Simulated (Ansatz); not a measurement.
# BN (R3m) in Ansatz: further runs

The runs below take BN through band structure, with RPBE, revPBE, BLYP.

Program: Ansatz 0.2.0. These are calculated values, not measurements. Logs are shortened: lines on timing, memory, paths and dates and some standing lists are left out, and cuts for length are marked.

## Step 1: Starting point

Symmetry: R3m, No. 160, trigonal system. The conventional cell has a = 2.502 Å, b = 2.502 Å, c = 10.119 Å, α = 90.00°, β = 90.00°, γ = 120.00°. N (site symmetry 3m) has 3 B at 1.44 Å as nearest neighbours. B (site symmetry 3m) has 3 N at 1.44 Å as nearest neighbours.

The cell is a database's computed one.

## Step 2: Band structure, RPBE

input.yaml reads:

```yaml
crystal:
  lattice:
    - [1.2511217832, 0.7223354983, 3.3729344033]
    - [-1.2511217832, 0.7223354983, 3.3729344033]
    - [0.0, -1.4446709966, 3.3729344033]
  atoms:
    - { symbol: "N", position: [0.6672382, 0.6672382, 0.6672382] }
    - { symbol: B, position: [0.0003288, 0.0003288, 0.0003288] }
hamiltonian:
  xc: rpbe
  pseudopotentials: { kind: paw }
kpoints:
  mp_grid: { grid: [12, 12, 12] }
  band_path:
    path:
      - [[0.0, 0.0, 0.0], [0.5, 0.0, 0.0], [0.5, 0.1972419765, -0.1972419765]]
      - [[0.8027580235, 0.5, 0.1972419765], [0.5, 0.5, 0.5], [0.0, 0.0, 0.0], [0.3486209883, 0.0, -0.3486209883]]
      - [[0.6513790117, 0.3486209883, 0.0], [0.5, 0.5, 0.0], [0.6513790117, 0.6513790117, 0.1972419765], [0.5, 0.5, 0.5]]
      - [[0.5, 0.0, 0.0], [0.8027580235, 0.3486209883, 0.3486209883]]
    npoints: 14
scf:
  occupations: { method: fermi_dirac, width: 0.05 }
  n_extra_bands: 6
output:
  forces: true
  stress: true
  eigenvalues: true
  fatbands: false
  write_density: true
  write_potential: true
  elf: true
  volumetric_format: npy
```

Potentials or basis: Ansatz PAW.

Run with:

```sh
ansatz run input.yaml --threads 2 --pin off --max-ram 5632MiB --backend cpu --events-out ev --progress --plain --runs-dir out
```

Output:

```text
Warning: RAYON_NUM_THREADS=2 ignored (pool sized by the plan → 2); use --threads N
basis.fft_grid_basis auto: the FFT boxes are laid along the combinations [[1, -1, 0], [0, 1, 0], [0, -1, 1]] of the cell's own vectors, 2.502, 3.669 and 2.502 Å long. The dense box has 18×25×18 points. Along the cell's own vectors, as sized, it would have 25×25×25, 1.93 times as many. Of the 6 symmetry operations that the crystal satisfies within crystal.symmetry.tolerance (time reversal apart; of a slab, those that keep its plane) the dense box along the cell's own vectors carries 6, and the one as laid loses 4 of those. basis.fft_grid_basis: typed keeps the cell's own vectors: state it where this run's energies or levels are differenced outside the engine with another run's, or held beside a run that keeps those vectors. Those combinations have planes normal to reciprocal vector 3, as the cell's own vectors have. Each planar average written beside output.write_density, output.write_potential has a row for each plane of the box: 18. The volumetric files lie along those combinations, not along the cell's own vectors: a cube or XSF file states them, and fields.json those of NumPy files.
scf.n_extra_bands = 6 over 4 filled bands (N_el = 8.0): the run solves 10 bands
Engine: ansatz 0.2.0, aarch64-unknown-linux-gnu
Pseudopotentials: kind: paw
Pseudopotential: N, paw, valence charge 5, recommended cutoff 420 eV (normal), N.paw.azcp
Pseudopotential: B, paw, valence charge 3, recommended cutoff 420 eV (normal), B.paw.azcp
Functional definition: RPBE
  parameter kappa = 0.804
  parameter beta = 0.06672455060314922
  exchange = rpbe_x(kappa = kappa, mu = beta*pi^2/3)
  correlation = pbe_c(beta = beta)
Crystal: 2 atoms, lattice volume = 18.289 Å³
Basis set: ecut = 420 eV, 359 PW (Γ), FFT grids on a1−a2, a2, −a2+a3, exchange–correlation on 36×50×36 points (8 copies of the dense FFT grid, shifted against one another)
Bands: 10, of which v1, the nominal top of the filled ones, is band 4 counted from 1 (3 counted from 0)
Symmetry: 6 space group operations
Space group: R3m (ITA 160), of the structure as read, at distance tolerance 2.6e-5 Å
k-points: 189 of 1728 (time reversal used)
Non-local potential: N, projectors of the file, l = 0: 2, l = 1: 2, l = 2: 1
Non-local potential: B, projectors of the file, l = 0: 2, l = 1: 2, l = 2: 1
PAW form: soft (Blöchl's): semilocal exchange-correlation on the pseudo side does not see the compensation charge
PAW frozen core: N, regenerated for the run's functional, and the local potential with it (the file was generated under x = pbe(κ = 0.804, μ = 0.2195149727645171), c = pbe(β = 0.06672455060314922))
PAW frozen core: B, regenerated for the run's functional, and the local potential with it (the file was generated under x = pbe(κ = 0.804, μ = 0.2195149727645171), c = pbe(β = 0.06672455060314922))
PAW one-centre angular grid: N, 110 points (default); XC on 64 Gauss nodes
PAW one-centre angular grid: B, 110 points (default); XC on 64 Gauss nodes
Initial density: superposition of atomic densities (neutral atoms: chi_scale 0, normalization atom), corrected by the library's trained network
Initial wavefunctions: pseudopotential atomic-orbital guess
Functional: x = rpbe, c = pbe(β = 0.06672455060314922)
SCF iter   1: F=—  HF=-544.995987 eV  |F-HF|=—  |Δ(HF+E_count)|=         —  Δρ=3.13e-3  dr2=7.94e-4  ethr=1.77e-3  ⟨swp⟩=4.4  Hψ=11297  notcnv=0  defer=105
preconditioner: auto → none  [insulator: Δε(μ)=4.407 eV  Ē_g=21.454 eV  σ=0.050 eV  W_gap=1.00  n_scr=2 (ndim 8)  ℏωp=24.6 eV  f_vac=0.007  D(μ)=0.00/eV (n_scr^D=0)  ε∞_Penn≈2.3]
SCF iter   2: F=—  HF=-544.997170 eV  |F-HF|=—  |Δ(HF+E_count)|=   1.18e-3  Δρ=1.70e-3  dr2=1.68e-4  ethr=9.93e-6  ⟨swp⟩=2.9  Hψ=4230  notcnv=0  defer=173
SCF iter   3: F=—  HF=-544.997500 eV  |F-HF|=—  |Δ(HF+E_count)|=   3.29e-4  Δρ=5.31e-4  dr2=4.69e-5  ethr=2.10e-6  ⟨swp⟩=2.3  Hψ=2341  notcnv=0  defer=173
SCF iter   4: F=—  HF=-544.997520 eV  |F-HF|=—  |Δ(HF+E_count)|=   2.05e-5  Δρ=6.92e-5  dr2=4.84e-7  ethr=5.86e-7  ⟨swp⟩=2.3  Hψ=2334  notcnv=0  defer=173
iter 5 did not close the SCF: its close was put off for the readings that it lacked (scf_convergence_deferred on its scf_iter line)
SCF iter   5: F=-544.997521 eV  HF=-544.997521 eV  |F-HF|=1.73e-7  |Δ(HF+E_count)|=   5.46e-7  Δρ=2.84e-5  dr2=6.64e-8  ethr=6.05e-9  ⟨swp⟩=2.6  Hψ=2418  notcnv=0  defer=173
SCF iter   6: F=-544.997521 eV  HF=-544.997521 eV  |F-HF|=1.39e-9  |Δ(HF+E_count)|=   1.98e-7  Δρ=1.91e-6  dr2=4.23e-10  ethr=8.30e-10  ⟨swp⟩=9.3  Hψ=11181  notcnv=0
SCF 1 converged in 6 iterations: F = -544.997521 eV  dr2 = 4.23e-10
NSCF: frozen V_eff on 130 k-points
SCF converged after 6 iterations
Free energy (F): -544.997521 eV
Harris-Foulkes:  -544.997521 eV  (|F-HF|=1.39e-9)
Internal energy: -544.997521 eV  (E = F + TS)
E sigma→0 (E₀):  -544.997521 eV
Fermi energy:    6.950503 eV
--- Per-component energies (eV) ---
  E_band       = -19.358858
  E_kinetic    = 183.724553
  E_local      = -354.007193  (includes V_loc(G=0)·N_el)
  E_nonlocal   = 56.751625
  E_hartree    = 115.460930
  E_xc         = -92.638405
  E_vxc        = -114.691437  (∫ρ·V_xc dr)
  E_paw        = -209.075268  (= ΣΔE_a)
  E_vpaw       = -22.058143  (= ΣTr[D̂ρ^β])
  E_aug_tail   = 0.000099  (compensation charges beyond the density's cutoff)
  E_ewald      = -245.184997
  E_core_change = -0.028866  (= ΣΔE_core)
  E_smearing   = -0.000000  (= −TS)
  E_closure    = -0.000000  (closes the sum)
  Σ components = -544.997521   (vs F -544.997521, Δ=0.00e0)
--- Forces (eV/Å), atoms counted from 1 ---
  atom   1  N      0.00000000    -0.00000000    -0.00323598
  atom   2  B      0.00000000    -0.00000000     0.00322535
  max |Σ_I F_I| component: 1.06e-5 eV/Å
--- Stress (GPa, compression-positive) ---
        8.909112       0.000000      -0.000000
       -0.000000       8.909112      -0.000000
       -0.000000      -0.000000       4.405169
  P = ⅓ Tr σ = 7.4078 GPa (74.078 kbar)
--- Band table (eV; the first three rows and the last of 189) ---
  k-point 0: bands = ["-13.1427", "0.5211", "3.4300", "3.4300", "10.1409", "16.4569", "16.4569", "17.9330", "19.4468", "30.7028"]
  k-point 1: bands = ["-13.0051", "0.6707", "2.8577", "3.1725", "10.4238", "16.3869", "17.0497", "17.4555", "19.8829", "30.8541"]
  k-point 2: bands = ["-12.5999", "1.1048", "1.4336", "2.5451", "11.1635", "16.1317", "16.3024", "18.6629", "20.9464", "28.1484"]
  k-point 188: bands = ["-12.8932", "-1.3681", "3.4130", "3.4130", "15.0398", "16.3880", "16.3880", "16.9234", "21.2307", "26.2426"]
```

Run time: 2.6 s. Hardware: 2 threads of Arm Neoverse V2, shared host; peak memory 0.31 GiB.

Results:

| Item | Value |
| --- | --- |
| Free energy | -544.9975 eV |
| Pressure | 7.4 GPa |
| Largest force | 0.003 eV/Å |
| Band gap on the k mesh | 4.40 eV, indirect (least direct gap 4.77 eV) |
| Band gap along the path | 4.35 eV, indirect (least direct gap 4.77 eV) |

Forces on the atoms (eV/Å):
```
N    0.000  0.000 -0.003
B    0.000  0.000  0.003
```

Stress tensor (GPa, compression positive):
```
8.91 0.00 0.00
0.00 8.91 0.00
0.00 0.00 4.41
```

Levels at the corners of the path, in eV from the valence-band top:
```
point  band 2  band 3  band 4  band 5  band 6  band 7
    Γ   -4.22   -1.31   -1.31    5.40   11.71   11.71
    L   -8.98   -4.11   -0.64    5.32    9.92   13.32
   B1   -7.97   -6.94   -0.40    4.85   12.61   14.25
    B   -7.97   -6.94   -0.40    4.85   12.61   14.25
    Z   -6.11   -1.33   -1.33   10.30   11.64   11.64
    Γ   -4.22   -1.31   -1.31    5.40   11.71   11.71
    X   -7.95   -7.13   -0.15    4.69   12.54   14.03
    Q   -7.95   -7.13   -0.15    4.69   12.54   14.03
    F   -8.87   -4.16   -1.20    4.35    9.90   14.49
   P1   -8.72   -4.10   -1.51    5.05    9.96   14.57
    Z   -6.11   -1.33   -1.33   10.30   11.64   11.64
    L   -8.98   -4.11   -0.64    5.32    9.92   13.32
    P   -8.72   -4.10   -1.51    5.05    9.96   14.57
```

Caveat: the pressure holds a Pulay correction of +0.5 GPa for the finite cutoff; the PAW data sets come from PBE, with cores solved anew for the run's functional, which leaves a small shift of forces and pressure. RPBE gaps usually lie below the measured ones, often by a third to a half.

## Step 3: Band structure, revPBE

input.yaml: that of step 2 with these lines changed.

```diff
@@ -9,3 +9,3 @@
 hamiltonian:
-  xc: rpbe
+  xc: revpbe
   pseudopotentials: { kind: paw }
```

Potentials or basis: Ansatz PAW.

Run with:

```sh
ansatz run input.yaml --threads 2 --pin off --max-ram 5632MiB --backend cpu --events-out ev --progress --plain --runs-dir out
```

It took 2.5 s on 2 threads of Arm Neoverse V2, shared host; peak memory 0.31 GiB.

It converged, with:

```
Free energy             : -544.2873 eV
Pressure                : 6.5 GPa
Largest force           : 0.003 eV/Å
Band gap on the k mesh  : 4.37 eV, indirect (least direct gap 4.76 eV)
Band gap along the path : 4.33 eV, indirect (least direct gap 4.76 eV)
```

Forces on the atoms (eV/Å):
```
N    0.000  0.000 -0.003
B    0.000  0.000  0.003
```

Stress tensor (GPa, compression positive):
```
7.81 0.00 0.00
0.00 7.81 0.00
0.00 0.00 3.91
```

Levels at the corners of the path, in eV from the valence-band top:
| point | band 2 | band 3 | band 4 | band 5 | band 6 | band 7 |
| --- | --- | --- | --- | --- | --- | --- |
| Γ | -4.22 | -1.32 | -1.32 | 5.33 | 11.70 | 11.70 |
| L | -8.98 | -4.11 | -0.64 | 5.31 | 9.91 | 13.25 |
| B1 | -7.98 | -6.94 | -0.40 | 4.84 | 12.56 | 14.21 |
| B | -7.98 | -6.94 | -0.40 | 4.84 | 12.56 | 14.21 |
| Z | -6.13 | -1.34 | -1.34 | 10.24 | 11.63 | 11.63 |
| Γ | -4.22 | -1.32 | -1.32 | 5.33 | 11.70 | 11.70 |
| X | -7.95 | -7.12 | -0.15 | 4.67 | 12.49 | 13.99 |
| Q | -7.95 | -7.12 | -0.15 | 4.67 | 12.49 | 13.99 |
| F | -8.86 | -4.16 | -1.20 | 4.33 | 9.89 | 14.42 |
| P1 | -8.72 | -4.11 | -1.51 | 5.03 | 9.95 | 14.50 |
| Z | -6.13 | -1.34 | -1.34 | 10.24 | 11.63 | 11.63 |
| L | -8.98 | -4.11 | -0.64 | 5.31 | 9.91 | 13.25 |
| P | -8.72 | -4.11 | -1.51 | 5.03 | 9.95 | 14.50 |

Caveat: the pressure holds a Pulay correction of +0.5 GPa for the finite cutoff; the PAW data sets come from PBE, with cores solved anew for the run's functional, which leaves a small shift of forces and pressure.

## Step 4: Band structure, BLYP

input.yaml: that of step 3 with these lines changed.

```diff
@@ -9,3 +9,3 @@
 hamiltonian:
-  xc: revpbe
+  xc: blyp
   pseudopotentials: { kind: paw }
@@ -28,5 +28 @@
   fatbands: false
-  write_density: true
-  write_potential: true
-  elf: true
-  volumetric_format: npy
```

Potentials or basis: Ansatz PAW.

Run with:

```sh
ansatz run input.yaml --threads 2 --pin off --max-ram 5632MiB --backend cpu --events-out ev --progress --plain --runs-dir out
```

Output:

```text
Warning: RAYON_NUM_THREADS=2 ignored (pool sized by the plan → 2); use --threads N
basis.fft_grid_basis auto: the FFT boxes are laid along the combinations [[1, 0, -1], [0, 1, -1], [0, 0, 1]] of the cell's own vectors, 2.502, 2.502 and 3.669 Å long. The dense box has 18×18×25 points. Along the cell's own vectors, as sized, it would have 25×25×25, 1.93 times as many. Of the 6 symmetry operations that the crystal satisfies within crystal.symmetry.tolerance (time reversal apart; of a slab, those that keep its plane) the dense box along the cell's own vectors carries 6, and the one as laid loses 4 of those. basis.fft_grid_basis: typed keeps the cell's own vectors: state it where this run's energies or levels are differenced outside the engine with another run's, or held beside a run that keeps those vectors.
scf.n_extra_bands = 6 over 4 filled bands (N_el = 8.0): the run solves 10 bands
[... 4 set-up lines as earlier in the session ...]
Functional definition: BLYP
  parameter beta = 0.0042
  parameter a = 0.04918
  parameter b = 0.132
  parameter c = 0.2533
  parameter d = 0.349
  exchange = b88_x(beta = beta)
  correlation = lyp_c(a = a, b = b, c = c, d = d)
Crystal: 2 atoms, lattice volume = 18.289 Å³
Basis set: ecut = 420 eV, 359 PW (Γ), FFT grids on a1−a3, a2−a3, a3, exchange–correlation on 36×36×50 points (8 copies of the dense FFT grid, shifted against one another)
Bands: 10, of which v1, the nominal top of the filled ones, is band 4 counted from 1 (3 counted from 0)
[... 2 set-up lines as earlier in the session ...]
k-points: 189 of 1728 (time reversal used)
[... 3 set-up lines as earlier in the session ...]
[... 16 lines left out ...]
NSCF: frozen V_eff on 130 k-points
SCF converged after 6 iterations
Free energy (F): -544.414491 eV
Harris-Foulkes:  -544.414491 eV  (|F-HF|=3.59e-9)
Internal energy: -544.414491 eV  (E = F + TS)
E sigma→0 (E₀):  -544.414491 eV
Fermi energy:    7.151021 eV
--- Per-component energies (eV) ---
  E_band       = -17.287788
  E_kinetic    = 184.355240
  E_local      = -357.741029  (includes V_loc(G=0)·N_el)
  E_nonlocal   = 59.217125
  E_hartree    = 116.402901
  E_xc         = -90.704779
  E_vxc        = -112.268105  (∫ρ·V_xc dr)
  E_paw        = -210.762157  (= ΣΔE_a)
  E_vpaw       = -23.656759  (= ΣTr[D̂ρ^β])
  E_aug_tail   = 0.000097  (compensation charges beyond the density's cutoff)
  E_ewald      = -245.184997
  E_core_change = 0.003108  (= ΣΔE_core)
  E_smearing   = -0.000000  (= −TS)
  E_closure    = -0.000000  (closes the sum)
  Σ components = -544.414491   (vs F -544.414491, Δ=0.00e0)
--- Forces (eV/Å), atoms counted from 1 ---
  atom   1  N      0.00000000     0.00000000     0.00107016
  atom   2  B      0.00000000     0.00000000    -0.00109830
  max |Σ_I F_I| component: 2.81e-5 eV/Å
--- Stress (GPa, compression-positive) ---
        6.470276       0.000000      -0.000000
       -0.000000       6.470276      -0.000000
       -0.000000      -0.000000       4.104575
  P = ⅓ Tr σ = 5.6817 GPa (56.817 kbar)
--- Band table (eV; the first three rows and the last of 189) ---
  k-point 0: bands = ["-12.7606", "0.7854", "3.5550", "3.5550", "10.1471", "16.6927", "16.6927", "18.0012", "19.7687", "31.0657"]
  k-point 1: bands = ["-12.6242", "0.9335", "3.0026", "3.3038", "10.4267", "16.6347", "17.2740", "17.5385", "20.1786", "30.9554"]
  k-point 2: bands = ["-12.2229", "1.3603", "1.6244", "2.6901", "11.1659", "16.2612", "16.5583", "18.8573", "21.1811", "28.2312"]
  k-point 188: bands = ["-12.5016", "-1.1590", "3.5381", "3.5381", "15.0523", "16.6232", "16.6232", "17.2270", "21.1876", "26.4511"]
```

Run time: 2.4 s. Hardware: 2 threads of Arm Neoverse V2, shared host; peak memory 0.3 GiB.

What came out:

```yaml
Free_energy: -544.4145 eV
Pressure: 5.7 GPa
Band_gap_on_the_k_mesh: 4.35 eV, indirect (least direct gap 4.74 eV)
Band_gap_along_the_path: 4.31 eV, indirect (least direct gap 4.74 eV)
```

Levels at the corners of the path, in eV from the valence-band top:
```
point  band 1  band 2  band 3  band 4  band 5  band 6  band 7  band 8
    Γ  -17.73   -4.18   -1.41   -1.41    5.18   11.72   11.72   13.03
    L  -14.59   -8.90   -4.16   -0.63    5.29   10.02   13.11   14.98
   B1  -14.05   -7.92   -6.89   -0.41    4.82   12.49   14.13   16.01
    B  -14.05   -7.92   -6.89   -0.41    4.82   12.49   14.13   16.01
    Z  -17.47   -6.13   -1.43   -1.43   10.08   11.65   11.65   12.26
    Γ  -17.73   -4.18   -1.41   -1.41    5.18   11.72   11.72   13.03
    X  -13.99   -7.90   -7.07   -0.15    4.65   12.43   13.89   16.45
    Q  -13.99   -7.90   -7.07   -0.15    4.65   12.43   13.89   16.45
    F  -14.52   -8.78   -4.21   -1.20    4.31   10.03   14.24   17.51
   P1  -14.63   -8.64   -4.15   -1.51    5.01   10.09   14.32   16.58
    Z  -17.47   -6.13   -1.43   -1.43   10.08   11.65   11.65   12.26
    L  -14.59   -8.90   -4.16   -0.63    5.29   10.02   13.11   14.98
    P  -14.63   -8.64   -4.15   -1.51    5.01   10.09   14.32   16.58
```

Caveat: the pressure holds a Pulay correction of +0.7 GPa for the finite cutoff; the PAW data sets come from PBE, with cores solved anew for the run's functional, which leaves a small shift of forces and pressure.

## Step 5: The runs side by side

```tsv
level	gap on the mesh (eV)	pressure (GPa)
RPBE	4.40	7.4
revPBE	4.37	6.5
BLYP	4.35	5.7
```

Alike in all rows: task band structure; potentials or basis Ansatz PAW; no spin polarisation; cell as given; k mesh 12 × 12 × 12; cutoff (eV) 420; smearing fermi-dirac 0.05 eV.

On the cell as given the gap runs from 4.31 eV (BLYP) to 4.35 eV (RPBE). The pressure there spans 5.7 GPa (BLYP) to 7.4 GPa (RPBE); a positive pressure means that this level wants a larger cell, a negative one a smaller.

Caveats: the PAW data sets come from PBE, with cores solved anew for the run's functional, which leaves a small shift of forces and pressure.

Total energies depend on the potentials used, so only differences within one code and one set of settings carry meaning.
